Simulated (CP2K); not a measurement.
Rh:

```
Rh
1.0
     2.68397    0.00000    0.00000
     1.34198    2.32438    0.00000
     1.34198    0.77479    2.19145
Rh
1
Direct
  0.00000 0.00000 0.00000
```

Base run:

```yaml
Program: CP2K 2026.2
Functional: AM05
Potentials_or_basis: POTENTIAL_UZH Rh GTH-PBE-q17; TZVP-MOLOPT-PBE-GTH basis
Density_cutoff: 9184 eV
k_mesh: 12 × 12 × 12
Occupations: fermi-dirac, width 0.05 eV
Spin: no spin polarisation
```

Its results: band gap on the k mesh none (metal or under the smearing width); pressure -3.1 GPa.

Task: The run is repeated on the same cell with these changes: functional from AM05 to PW91. What comes out?

Result: Band gap on the k mesh none (metal or under the smearing width); pressure 10.4 GPa.

PW91 binds less tightly than AM05, so the same cell stands under more pressure.

Caveats: the potentials were made for another functional, which shifts forces and pressure; the basis of atomic orbitals isn't converged, which shifts pressures, moduli and gaps.
